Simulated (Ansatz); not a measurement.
# SnO₂ (rutile structure)

Level of theory: DFT, PBE with spin–orbit coupling, two-component spinors; plane waves to 420 eV with PAW datasets (Ansatz 0.2.0), Γ-centred 6×6×10 mesh, 0.05 eV Gaussian smearing. The datasets are Ansatz's generated set soft_2.

```
Sn O
1.0
     4.82651    0.00000    0.00000
     0.00000    4.82651    0.00000
     0.00000    0.00000    3.23915
Sn O
2 4
Direct
  0.00000 0.00000 0.00000
  0.50000 0.50000 0.50000
  0.30652 0.30652 0.00000
  0.80652 0.19348 0.50000
  0.19348 0.80652 0.50000
  0.69348 0.69348 0.00000
```

The start was a prototype's sites filled with these elements; the Crystallography Open Database holds the compound in this structure.

The cell has space group P4_2/mnm (read at 0.01 Å). In it the stress is -0.01, -0.01, -0.14, 0.00, 0.00, 0.00 GPa, so the shape isn't fully relaxed, and the largest force component 0.007 eV/Å. Each change below starts from this cell, without further relaxation. Stress is in GPa, positive in compression, in the order xx, yy, zz, yz, xz, xy; energies are counted from the cell above.

Question: What happens when atom 1 (Sn) is moved by 0.08 Å along x?

Answer: The energy changes by 67.1 meV per cell, and the force on it along the shift is -1.675 eV/Å (−F/u = 20.94 eV/Å²). Stress: 0.00, 0.61, 0.26, 0.00, 0.00, 0.35. The gap on the mesh goes from 0.68 eV to 0.62 eV.
| atom | Fx (eV/Å) | Fy | Fz |
| --- | --- | --- | --- |
| Sn1 | -1.675 | 0.114 | 0.000 |
| Sn2 | 0.703 | 0.000 | 0.000 |
| O3 | 0.213 | 0.279 | 0.000 |
| O4 | 0.334 | -0.255 | 0.000 |
| O5 | 0.332 | -0.293 | 0.000 |
| O6 | 0.094 | 0.156 | 0.000 |

Question: A single strain component, atoms carried along, gave the stress 0.02, 0.02, -0.12, 0.00, 0.00, 1.79. Which component, and about how large?

Answer: An engineering strain of -1 % in xy; the energy changes by 4.1 meV per cell.

Kohn–Sham gaps of semilocal functionals lie under measured ones, often by a third or more. The relaxed cell is 6 % larger in volume than the cell of this structure in the Crystallography Open Database (11.92 Å³/atom, 1997).

The tin site sits in a stiff, nearly harmonic well: the energy of 67.1 meV is what the restoring force implies for a quadratic potential. This stiffness reflects strong, polar Sn–O bonds in the oxygen octahedron. Anharmonicity shows in the forces instead, where O3, on the compressed side, is pushed harder than O6 on the stretched side, as short-range repulsion would have it. The large force on Sn2 isn't a single Sn–Sn bond, since the shift moves a whole periodic sublattice and acts through shared oxygens and long-range Coulomb forces.

The gap of 0.68 eV is far too small for a transparent wide-gap oxide. Besides the missing derivative discontinuity of the functional, the expanded cell probably contributes, because the conduction-band minimum is antibonding Sn 5s–O 2p and falls as the bonds lengthen. The shear response is that of clamped ions, so it gives an upper bound to the relaxed shear stiffness at this volume.
